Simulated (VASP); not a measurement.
Write the native input for VASP 6.6.1 that does the following.

```yaml
Task: vibrations by finite differences
Functional: PBE
Potentials_or_basis: VASP PAW PBE potentials, release 64 (Ti_sv)
Cutoff: 520 eV
k_mesh: 3 × 3 × 2
Occupations: gaussian, width 0.1 eV
Spin: no spin polarisation
Ions_in_elastic_constants: relaxed
Further_INCAR_settings: ALGO = Normal; EDIFF = 1e-08; NBANDS = 19; IBRION = 6; POTIM = 0.015; NSW = 1; ISIF = 3
```

The structure of Ti lies in POSCAR:

```
Ti                                      
1.0
    2.9425646112      0.0000000000      0.0000000000
   -1.4712823056      2.5483357044      0.0000000000
    0.0000000000      0.0000000000      4.5931281108
  Ti            
     2
Direct
     0.3333333300000021    0.6666666699999979    0.2500000000000000
     0.6666666699999979    0.3333333300000021    0.7500000000000000
```

One way to write it, as run:

INCAR

```
SYSTEM = Ti
  PREC = Accurate
  ENCUT = 520
  EDIFF = 1E-8
  ISMEAR = 0
  SIGMA = 0.1
  LREAL = .FALSE.
  LASPH = .TRUE.
  NELM = 80
  ALGO = Normal
  ISIF = 3
  LWAVE = .FALSE.
  LCHARG = .FALSE.
  GGA = PE
  NBANDS = 19
  IBRION = 6
  NFREE = 2
  POTIM = 0.015
  NSW = 1
```

KPOINTS

```
regular mesh
0
G
  3 3 2
  0 0 0
```

Potentials or basis: VASP PAW PBE potentials, release 64 (Ti_sv).

Run with:

```sh
$ cat potpaw_PBE.64/Ti_sv/POTCAR > POTCAR
$ mpirun -np 1 vasp_std > vasp.out
```

It gave:

```json
{
  "Voigt bulk modulus": "112 GPa",
  "Highest phonon frequency at Γ": "313 cm⁻¹"
}
```

Caveat: the k mesh is coarse (spacing up to 0.82 Å⁻¹), so the values aren't converged; elastic constants of metals need much finer meshes, so these are rough.

It took 2.9 min on 1 thread of Intel(R) Xeon(R) Platinum 8375C CPU @ 2.90GHz (Ice Lake), on a shared host, peak memory 0.16 GiB.
